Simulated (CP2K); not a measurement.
Crystal: BaTiO3.

```xyz
10
Lattice="6.1056 0.0000 0.0000 -3.2590 4.2682 0.0000 -3.4637 -1.1046 4.8481" Properties=species:S:1:pos:R:3 pbc="T T T"
Ba    2.7087    1.5770    2.4198
Ba    2.8457    4.2537    0.0007
Ti   -0.3544    0.2543    3.5841
Ti   -0.2714    2.9419    1.1675
O     1.4456    2.1316    0.0515
O     1.3469   -0.5520    2.4662
O    -0.3191    1.5646    2.4198
O    -3.6702    3.1332    4.8442
O    -1.7166   -0.5328    2.4670
O    -1.6164    2.1429    0.0081
```

Base run:

| Quantity | Value |
| --- | --- |
| Program | CP2K 2026.2 |
| Functional | PBE |
| Potentials or basis | GTH_POTENTIALS Ba GTH-PBE-q10, Ti GTH-PBE-q12, O GTH-PBE-q6; DZVP-MOLOPT-SR-GTH basis |
| Density cutoff | 8163 eV |
| k mesh | 5 × 5 × 4 |
| Occupations | fermi-dirac, width 0.05 eV |
| Spin | no spin polarisation |
| Hubbard terms | Ti d U = 6.0 eV |

Its results: band gap on the k mesh 1.42 eV; largest force 1.336 eV/Å.

**Question.** After a change of settings the same cell gave: band gap on the k mesh 1.22 eV; largest force 1.236 eV/Å. Which change was it?
A. hubbard terms from Ti d U = 6.0 eV to Ti d U = 4.0 eV
B. hubbard terms from Ti d U = 6.0 eV to Ti d U = 2.0 eV
C. hubbard terms from Ti d U = 6.0 eV to none

**Answer.** A.

Caveats: this program's U acts on Mulliken populations of all basis functions of the shell, so it isn't the U of plane-wave codes; energies scatter by some meV and the pressure isn't listed; spin-orbit coupling is left out, which moves the levels of the heavy elements; an odd mesh through Γ misses points on the zone boundary, where band edges often lie; the basis of atomic orbitals isn't converged, which shifts pressures, moduli and gaps; forces of over 1 eV/Å show positions far from the minimum, so gaps and moduli don't describe the material at rest.
